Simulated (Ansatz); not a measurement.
BeO (wurtzite, P6_3mc), DFT-PBEsol in the program Ansatz with PAW potentials, all energies at zero smearing, with the estimated change up to a 700 eV cutoff added, with one set of potentials and settings (totals compare only within such a set). Cell of 4 atoms (2 Be, 2 O): -1308.539 eV.

| element | reference phase | E (eV/atom) |
|---|---|---|
| Be | P6_3/mmc, 2 atoms in the cell | -90.3483 |
| O | C2/m, 4 atoms in the cell, spin-polarised | -558.3554 |

Formation energy per atom, worked out: (-1308.539 − 2×(-90.3483) − 2×(-558.3554))/4 = -2.783 eV/atom (-269 kJ per mol of atoms), at 0 K, without zero-point energy or fitted corrections.

The PBEsol relaxation kept the symmetry of its start; of distortions, only those at the zone centre were tested. The references are the lowest solids computed at this level, not always the standard phases (solids in place of the gases).

Potentials: the later of the program's two PAW sets.
